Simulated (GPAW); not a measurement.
# Ni (P6_3/mmc) in GPAW: convergence with k mesh

Aim: find how far k mesh must go before the results for Ni settle, at PBE. This setting moves, with any that are tied to it; all else stays.

Program: GPAW 26.7.0. These are calculated values, not measurements. Logs are shortened: lines on timing, memory, paths and dates and some standing lists are left out, and cuts for length are marked. The log counts tension as positive stress, the text compression.

## 1. The crystal as given

The structure is hexagonal, space group P6_3/mmc (No. 194). The conventional cell has a = 2.448 Å, b = 2.448 Å, c = 4.073 Å, α = 90.00°, β = 90.00°, γ = 120.00°. Around Ni (site symmetry -6m2) lie 12 Ni at 2.45 to 2.48 Å.

This isn't the form of Ni at room conditions, which is fcc.

## 2. With k mesh 3 × 3 × 2

run.py reads:

```python
import numpy as np
from ase.dft.bandgap import bandgap
from ase.io import write
from ase.spacegroup import crystal
from ase.units import GPa
from gpaw import GPAW, PW
from gpaw.hyperfine import hyperfine_parameters

# Ni 2c
atoms = crystal(['Ni'],
                basis=[[0.6666666667, 0.3333333333, 0.75]],
                spacegroup=194, setting=1,  # P6_3/mmc
                cellpar=[2.4480229, 2.4480229, 4.07280757, 90.0, 90.0, 120.0],
                primitive_cell=True)
atoms.set_initial_magnetic_moments([1.0, -1.0])

calc = GPAW(mode=PW(450),
            xc='PBE',
            kpts={'size': (3, 3, 2), 'gamma': True},
            occupations={'name': 'fermi-dirac', 'width': 0.05},
            nbands=29,
            convergence={'density': 1e-05, 'energy': 1e-05},
            maxiter=150,
            txt='gpaw.txt')
atoms.calc = calc
energy = atoms.get_potential_energy()
forces = atoms.get_forces()
stress = atoms.get_stress()
calc.write('gs.gpw')
write('result.traj', atoms)
print(f'Energy: {energy:.6f} eV')
print('Forces (eV/A):')
print(forces.round(4))
print('Stress (GPa):', (stress / GPa).round(3))
print('Moments:', calc.get_magnetic_moments().round(3))
print('Fermi level:', round(calc.get_fermi_level(), 4), 'eV')
print(f'Gap: {bandgap(calc)[0]:.4f} eV, direct: {bandgap(calc, direct=True)[0]:.4f} eV')

mu_N = 3.15245125e-8  # eV/T
for core in (False, True):
    try:
        A = hyperfine_parameters(calc, exclude_core=not core)
    except AssertionError:
        print('The core levels were not found')
        break
    for a, A_vv in zip(atoms, A):
        iso = np.trace(A_vv) / 3
        dip = np.linalg.eigvalsh(A_vv - iso * np.eye(3))
        print('with core' if core else 'valence', a.symbol, f'contact field {iso / (2 * mu_N):.3f} T, dipolar',
              *(dip / (2 * mu_N)).round(3), 'T')
```

Potentials or basis: GPAW PAW data sets (gpaw-data 1.2.1), pw.

The run is started by

```
> OMP_NUM_THREADS=1 python run.py
```

gpaw.txt:

```text
__  _  _
 | _ |_)|_||  |
 |__||  | ||/\| - 26.7.0

Input parameters:
  mode=PW(ecut=450.00000000000006),
  convergence={'density': 1e-05, 'energy': 1e-05},
  kpts=MonkhorstPack(size=(3, 3, 2), gamma=True),
  maxiter=150,
  nbands=29,
  occupations=Occupations(name='fermi-dirac', width=0.05),
  xc=XC(name='PBE')

Diagonalizing LCAO Hamiltonian
Converting LCAO to pw mode

          Ni

        Ni

Atoms  # Å, Bohr magnetons
|   | symbol |         x |        y |        z |    initial magnetic moments |
|---|--------|-----------|----------|----------|-----------------------------|
| 0 |     Ni |  1.224011 | 0.706683 | 3.054606 | ( 0.0000,  0.0000,  1.0000) |
| 1 |     Ni | -0.000000 | 1.413367 | 1.018202 | ( 0.0000,  0.0000, -1.0000) |

Unit cell  # Å
| periodic |         x |        y |        z |  lengths |     angles |
|----------|-----------|----------|----------|----------|------------|
|      yes |  2.448023 | 0.000000 | 0.000000 | 2.448023 |  90.000000 |
|      yes | -1.224011 | 2.120050 | 0.000000 | 2.448023 |  90.000000 |
|      yes |  0.000000 | 0.000000 | 4.072808 | 4.072808 | 120.000000 |

Number of symmetries: 6
Symmetry operations  # r_c * U_cc + t_c -> r_c
|   | kind |            matrix            |
|---|------|------------------------------|
| 0 |  σ   |  1, 1, 0,  0,-1, 0,  0, 0, 1 |
| 1 |  E   |  1, 0, 0,  0, 1, 0,  0, 0, 1 |
| 2 |  C3  |  0, 1, 0, -1,-1, 0,  0, 0, 1 |
| 3 |  σ   |  0,-1, 0, -1, 0, 0,  0, 0, 1 |
| 4 |  σ   | -1, 0, 0,  1, 1, 0,  0, 0, 1 |
| 5 |  C3  | -1,-1, 0,  1, 0, 0,  0, 0, 1 |

BZ-sampling:
  Number of BZ points: 18
  Number of IBZ points: 6

  Monkhorst-Pack size: [3, 3, 2]
  Monkhorst-Pack shift: [0.0, 0.0, 0.25]

K-points  # in reciprocal-cell coordinates
|   |                                coordinates |     weight |
|---|--------------------------------------------|------------|
| 0 | (  0.00000000,   0.00000000,   0.00000000) | 0.05555556 |
| 1 | (  0.00000000,   0.00000000,   0.50000000) | 0.05555556 |
| 2 | (  0.33333333,   0.00000000,   0.00000000) | 0.33333333 |
| 3 | (  0.33333333,   0.00000000,   0.50000000) | 0.33333333 |
| 4 | (  0.33333333,   0.33333333,   0.00000000) | 0.11111111 |
| 5 | (  0.33333333,   0.33333333,   0.50000000) | 0.11111111 |

Plane wave coefficients: 465
Cutoff: 450.00000000000006 eV

Spin-components: 2 (collinear spins)
Bands:           29
Projectors:      12
Spin-degeneracy: 1
Datatype:        complex128

Parallelization:
  kpt:    1
  domain: 1
  band:   1

Density:
  Valence electrons: 32.0
  Components: 2
  Grid points: [12 12 20]
  Charge: 0.0  # |e|

Potential:
  Grid points: [12 12 20]

species:
  Ni:
    name:    Nickel
    Z:       28.0
    valence: 16
    core:    12
    charge:  0.0  # [|e|]
    compensation charges:
      type: gauss
      rc: 0.36  # [Å]
      lmax: 2
    cutoffs:
      filter: 2.14  # [Å]
      core: 1.98  # [Å]
    projectors
    | kind |    occ | energy [eV] | rcut [Å] |
    |------|--------|-------------|----------|
    |   4s |  2.000 |      -5.642 |    1.164 |
    |   3p |  6.000 |     -71.394 |    1.207 |
    |   4p |  0.000 |      -1.226 |    1.207 |
    |   3d |  8.000 |      -8.875 |    1.138 |
    |    s |        |      21.570 |    1.164 |
    |    d |        |      18.337 |    1.138 |

    Using partial waves for Ni as LCAO basis

Reference energy: -82735.996895  # eV

eigensolver:
  PPCG
  Converge bands: occupied
  niter=2

density mixing:
  MSR1-Mixer
  Pratt-step length: 0.05
  Maximum mixing coefficient: 0.75
  Old densities: 10
  SVD Regularization: 0.005
  Good broyden scale: 1.0
  Trust region scale: 1.0
  Backstep threshold: 4.0
  History deletion threshold: 6.0
  Fourier metric: weight=20.0, sigma=0.015

occupation numbers:
  Fermi-Dirac:
    width: 0.0500  # eV

poisson solver:
  ecut: 3600.0000000000005  # eV

xc functional:
  name: PBE with 2 nearest neighbor stencil

convergence criteria:
- Maximum integral of absolute [dens]ity change: 1e-05 electrons / valence electron
- Maximum [total energy] change in last 3 cyles: 1e-05 eV / valence electron
- Maximum integral of absolute [eigenst]ate change: 4e-08 eV^2 / valence electron
maximum number of iterations: 150

SCF iterations
|iter     | |      energy | eigst |  dens |  magmom |
|---------|-|-------------|-------|-------|---------|
|iter:   1| |  -13.682555 | +0.01 |       |  +0.0000|
|iter:   2| |  -13.702892 | -2.90 | -1.42 |  -0.0000|
|iter:   3| |  -13.934076 | -2.53 | -1.45 |  +0.0000|
|iter:   4| |  -13.965913 | -3.13 | -1.83 |  +0.0019|
|iter:   5| |  -14.016750 | -4.36 | -2.00 |  -0.0115|
|iter:   6| |  -13.960121 | -4.28 | -1.38 |  +0.0006|
|iter:   7| |  -13.962096 | -4.59 | -2.38 |  -0.0005|
|iter:   8| |  -13.962228 | -5.44 | -2.93 |  +0.0003|
|iter:   9| |  -13.962235c| -6.37 | -3.07 |  +0.0002|
|iter:  10| |  -13.962219c| -6.51 | -3.45 |  +0.0004|
[... 82 further cycles ...]
|iter:  93| |  -13.962186c| -8.31c| -3.24 |  +0.0052|
|iter:  94| |  -13.962181c| -8.25c| -3.63 |  +0.0032|
|iter:  95| |  -13.962182c| -9.02c| -3.81 |  +0.0039|
|iter:  96| |  -13.962178c| -8.53c| -3.77 |  +0.0021|
|iter:  97| |  -13.962178c| -8.27c| -4.14 |  +0.0019|
|iter:  98| |  -13.962178c| -8.95c| -3.97 |  +0.0011|
|iter:  99| |  -13.962177c| -9.51c| -3.90 |  +0.0008|
|iter: 100| |  -13.962177c| -8.08c| -4.46 |  +0.0004|
|iter: 101| |  -13.962177c| -8.12c| -4.74 |  +0.0000|
|iter: 102| |  -13.962177c| -8.13c| -5.43c|  -0.0004|

Converged in 102 steps
Energy contributions relative to reference atoms: (reference = -82735.996895)

Energy contributions:
  Kinetic:          17.394397
  Coulomb:         -12.976310
  Zero:              0.178727
  External:          0.000000
  Xc:              -18.521815
  Entropy:          -0.074353
  Spinorbit:         0.000000
  ----------------------------
  Free energy:     -13.999354
  Extrapolated:    -13.962177

dipole moment: (-0.000000, 0.000001, -0.000005)  # |e|*Ang

Total magnetic moment: (0.000000, 0.000000, -0.000392)

Local magnetic moments
|        x |        y |         z |
|----------|----------|-----------|
| 0.000000 | 0.000000 |  0.438810 |  # Ni   0
| 0.000000 | 0.000000 | -0.439212 |  # Ni   1

Fermi level: 8.652
Eigenvalues  # (at kpt = [0.000, 0.000, 0.000])
| band index |      eig [eV] | occ [0-1] |      eig [eV] | occ [0-1] |
|------------|---------------|-----------|---------------|-----------|
|          0 |       -55.139 |     1.000 |       -55.139 |     1.000 |
|        ... |               |           |               |           |
|         10 |         6.634 |     1.000 |         6.634 |     1.000 |
|         11 |         7.275 |     1.000 |         7.275 |     1.000 |
|         12 |         7.275 |     1.000 |         7.275 |     1.000 |
|         13 |         7.466 |     1.000 |         7.466 |     1.000 |
|         14 |         7.466 |     1.000 |         7.466 |     1.000 |
|         15 |         8.134 |     1.000 |         8.134 |     1.000 |
[... 8 lines left out ...]
|         24 |        35.302 |     0.000 |        35.301 |     0.000 |
|         25 |        35.302 |     0.000 |        35.301 |     0.000 |
|        ... |               |           |               |           |
|         28 |        40.373 |     0.000 |        40.373 |     0.000 |

No gap
No difference between direct/indirect transitions

Forces  # eV/Ang
|        x |       y |        z |
|----------|---------|----------|
|  0.00000 | 0.00000 | -0.00000 |  # Ni   0
| -0.00000 | 0.00000 |  0.00000 |  # Ni   1

Stress tensor  # eV/Ang^3
|         x |         y |         z |
|-----------|-----------|-----------|
| -0.115916 |  0.000000 | -0.000000 |
|  0.000000 | -0.115916 |  0.000000 |
| -0.000000 |  0.000000 |  0.005245 |

# Writing to gs.gpw (mode='')
```

Run time: 31 s. Hardware: 1 thread of Arm Neoverse V2, shared host; peak memory 0.13 GiB.

What came out:

```
Free energy            : -13.9994 eV
Pressure               : 12.1 GPa
Band gap on the k mesh : none (metal or under the smearing width)
Net moment             : 0.00 μB per cell
Site moments           : Ni +0.44, -0.44 μB
```

## 3. With k mesh 5 × 5 × 3

Edit run.py of step 2 so:

```diff
@@ -18,3 +18,3 @@
             xc='PBE',
-            kpts={'size': (3, 3, 2), 'gamma': True},
+            kpts={'size': (5, 5, 3), 'gamma': True},
             occupations={'name': 'fermi-dirac', 'width': 0.05},
```

Potentials or basis: GPAW PAW data sets (gpaw-data 1.2.1), pw.

The run is started by

```
> OMP_NUM_THREADS=1 python run.py
```

Wall time 30 s (1 thread of Arm Neoverse V2, shared host); peak memory 0.13 GiB.

What came out:

| Quantity | Value |
| --- | --- |
| Free energy | -14.2995 eV |
| Pressure | 8.6 GPa |
| Band gap on the k mesh | none (metal or under the smearing width) |
| Net moment | 0.00 μB per cell |
| Site moments | Ni +0.53, -0.53 μB |

## 4. With k mesh 6 × 6 × 3

Edit run.py of step 3 so:

```diff
@@ -18,3 +18,3 @@
             xc='PBE',
-            kpts={'size': (5, 5, 3), 'gamma': True},
+            kpts={'size': (6, 6, 3), 'gamma': True},
             occupations={'name': 'fermi-dirac', 'width': 0.05},
```

The run is started by

```
> OMP_NUM_THREADS=1 python run.py
```

Run time: 24 s. Hardware: 1 thread of Arm Neoverse V2, shared host; peak memory 0.14 GiB.

Results (log left out):

| Item | Value |
| --- | --- |
| Free energy | -14.4346 eV |
| Pressure | 6.5 GPa |
| Band gap on the k mesh | none (metal or under the smearing width) |
| Net moment | 0.00 μB per cell |

## 5. With k mesh 8 × 8 × 4

Edit run.py of step 4 so:

```diff
@@ -18,3 +18,3 @@
             xc='PBE',
-            kpts={'size': (6, 6, 3), 'gamma': True},
+            kpts={'size': (8, 8, 4), 'gamma': True},
             occupations={'name': 'fermi-dirac', 'width': 0.05},
```

The run is started by

```
> OMP_NUM_THREADS=1 python run.py
```

It took 58 s on 1 thread of Arm Neoverse V2, shared host; peak memory 0.14 GiB.

Results (log left out):

```
Free energy            : -14.3648 eV
Pressure               : 7.6 GPa
Band gap on the k mesh : none (metal or under the smearing width)
Net moment             : 0.00 μB per cell
Site moments           : Ni +0.28, -0.28 μB
```

## 6. With k mesh 9 × 9 × 5

Edit run.py of step 5 so:

```diff
@@ -18,3 +18,3 @@
             xc='PBE',
-            kpts={'size': (8, 8, 4), 'gamma': True},
+            kpts={'size': (9, 9, 5), 'gamma': True},
             occupations={'name': 'fermi-dirac', 'width': 0.05},
```

Potentials or basis: GPAW PAW data sets (gpaw-data 1.2.1), pw.

The run is started by

```
> OMP_NUM_THREADS=1 python run.py
```

Wall time 42 s (1 thread of Arm Neoverse V2, shared host); peak memory 0.15 GiB.

It converged, with:

| Quantity | Value |
| --- | --- |
| Free energy | -14.3842 eV |
| Pressure | 7.1 GPa |
| Band gap on the k mesh | none (metal or under the smearing width) |
| Net moment | 0.00 μB per cell |
| Site moments | Ni +0.17, -0.17 μB |

## 7. With k mesh 11 × 11 × 6

Edit run.py of step 6 so:

```diff
@@ -18,3 +18,3 @@
             xc='PBE',
-            kpts={'size': (9, 9, 5), 'gamma': True},
+            kpts={'size': (11, 11, 6), 'gamma': True},
             occupations={'name': 'fermi-dirac', 'width': 0.05},
```

The run is started by

```
> OMP_NUM_THREADS=1 python run.py
```

It took 78 s on 1 thread of Arm Neoverse V2, shared host; peak memory 0.17 GiB.

The run converged. Its results:

* Free energy: -14.3736 eV
* Pressure: 7.4 GPa
* Band gap on the k mesh: none (metal or under the smearing width)
* Net moment: 0.00 μB per cell
* Site moments: Ni +0.21, -0.21 μB

## 8. With k mesh 14 × 14 × 7

Edit run.py of step 7 so:

```diff
@@ -18,3 +18,3 @@
             xc='PBE',
-            kpts={'size': (11, 11, 6), 'gamma': True},
+            kpts={'size': (14, 14, 7), 'gamma': True},
             occupations={'name': 'fermi-dirac', 'width': 0.05},
```

The run is started by

```
> OMP_NUM_THREADS=1 python run.py
```

It took 3.9 min on 1 thread of Arm Neoverse V2, shared host; peak memory 0.2 GiB.

The run converged. Its results:

```yaml
Free_energy: -14.3781 eV
Pressure: 7.2 GPa
Band_gap_on_the_k_mesh: none (metal or under the smearing width)
Net_moment: 0.00 μB per cell
Site_moments: Ni +0.21, -0.21 μB
```

## 9. The series at a glance

```csv
k mesh,"energy less the tightest run, at zero smearing (meV/atom)",pressure (GPa),largest site moment (μB),SCF cycles,CPU time (s),peak memory (GiB)
3 × 3 × 2,194.57,12.10,0.44,102,31,0.13
5 × 5 × 3,35.59,8.60,0.53,64,30,0.13
6 × 6 × 3,-29.03,6.45,0.00,32,24,0.14
8 × 8 × 4,7.24,7.62,0.28,46,58,0.14
9 × 9 × 5,-2.05,7.12,0.17,20,42,0.15
11 × 11 × 6,3.23,7.38,0.21,23,78,0.17
14 × 14 × 7,0.00,7.24,0.21,43,230,0.2
```

Against the tightest run, the largest site moment stays within 0.02 μB from 11 × 11 × 6 on. Not settled before the last step: the energy (to 1 meV/atom), the pressure (to 0.1 GPa). Meshes of other sizes hit other points, so gaps and Fermi surfaces needn't settle smoothly. The tightest run that finished is the yardstick and may itself not be fully converged.

Caveats: the cutoff is short for stress and forces, so pressures can be off by a GPa or more; the dipolar part lacks the spin inside other atoms' spheres; the stock nickel data set gives pressures a few GPa off other programs.
